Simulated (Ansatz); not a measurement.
Y:

```xyz
1
Lattice="0.0000 2.5520 2.5520 2.5520 0.0000 2.5520 2.5520 2.5520 0.0000" Properties=species:S:1:pos:R:3 pbc="T T T"
Y     0.0000    0.0000    0.0000
```

This isn't the form of Y at room conditions, which is hcp.

* Program: Ansatz 0.2.0
* Task: relaxation of cell and atoms
* Functional: RPBE
* Dispersion: D4
* Potentials or basis: all-electron LAPW, scalar-relativistic
* Basis error allowed: 0.001 eV/atom
* k mesh: 9 × 9 × 9
* Occupations: fermi-dirac, width 0.05 eV
* Spin: no spin polarisation

At the start: volume 33.24 Å³/atom.

Problem. How do energy, volume and symmetry change on relaxing?

Solution. Over 4 steps the energy falls by 3.3 meV/atom and the volume is 32.28 Å³/atom (-2.9 %); space group Fm-3m (No. 225, to 0.05 Å).

Step by step:
| step | energy change (eV) | largest force (eV/Å) | volume (Å³) |
| --- | --- | --- | --- |
| 1 | 0.0000 | 0.0000 | 33.24 |
| 2 | -0.0032 | 0.0000 | 32.41 |
| 3 | -0.0033 | 0.0000 | 32.28 |
| 4 | -0.0033 | 0.0000 | 32.28 |

Final structure:
```yaml
crystal:
  lattice:
    - [0.00000, 2.52707, 2.52707]
    - [2.52707, 0.00000, 2.52707]
    - [2.52707, 2.52707, 0.00000]
  atoms:
    - { symbol: Y, position: [0.00000, 0.00000, 0.00000] }
```
